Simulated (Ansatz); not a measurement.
# BeS: strong compression

An exercise on one series of results from a longer session: the logs are not shown, and one member is left open.

The COD entry's cell or inner coordinates are ideal or old and differ from later refinements, so a difference from it is no clean test against experiment.

Method: DFT, PBE, PAW with Ansatz's default frozen-core files, scalar-relativistic, in Ansatz 0.2.0.

## Starting point

Symmetry: F-43m, No. 216, cubic system. The conventional cell has a = 4.850 Å, b = 4.850 Å, c = 4.850 Å, α = 90.00°, β = 90.00°, γ = 90.00°. Around Be (site symmetry -43m) lie 4 S at 2.10 Å. S (site symmetry -43m) is surrounded by 4 Be at 2.10 Å.

Coordinates:

```xyz
2
Lattice="0.0000 2.4250 2.4250 2.4250 0.0000 2.4250 2.4250 2.4250 0.0000" Properties=species:S:1:pos:R:3 pbc="T T T"
Be    0.0000    0.0000    0.0000
S     1.2125    1.2125    1.2125
```

Whether this phase is the stable one at these pressures isn't tested.

Atoms are numbered in the order of the input: Be1, S2.

Set-up of the first run:

input.yaml

```yaml
crystal:
  lattice:
    - [0.0, 2.425, 2.425]
    - [2.425, 0.0, 2.425]
    - [2.425, 2.425, 0.0]
  atoms:
    - { symbol: Be, position: [0.0, 0.0, 0.0] }
    - { symbol: S, position: [0.25, 0.25, 0.25] }
kpoints:
  mp_grid: { grid: [10, 10, 10] }
scf:
  occupations: { method: fermi_dirac, width: 0.03 }
hamiltonian:
  xc: pbe
  pseudopotentials: { kind: paw }
output:
  forces: true
  stress: true
relax:
  f_tol: 0.01
  max_steps: 30
```

Run with:

```bash
$ ansatz run input.yaml --threads 1 --pin off --max-ram 2048MiB --backend cpu --events-out ev --progress --plain --runs-dir out
```

Among the steps run: Atoms relaxed at the given volume, PAW; Volume scaled by 1, PAW; Atoms relaxed at 0.85 of the volume, PAW; Volume scaled by 0.85, PAW; Atoms relaxed at 0.8 of the volume, PAW; Volume scaled by 0.8, PAW; Atoms relaxed at 0.65 of the volume, PAW; Volume scaled by 0.65, PAW.

One of the session's tables, all rows but one given; the rest of the session is left out.

```
method  volume over the first  volume (Å³/atom)  pressure (GPa)  gap (eV)
   PAW                      1                 ?               ?         ?
   PAW                   0.85            12.121           23.22      2.68
   PAW                    0.8            11.408           34.81      2.49
   PAW                   0.65             9.269           95.13      1.69
```

Q: Estimate the row for PAW, 1 from the others.

As computed: volume (Å³/atom): 14.261; pressure (GPa): 1.54; gap (eV): 3.11. In the column «volume (Å³/atom)» it is the highest.

To keep in mind: Warnings in the runs' records: stress scf threshold loose.
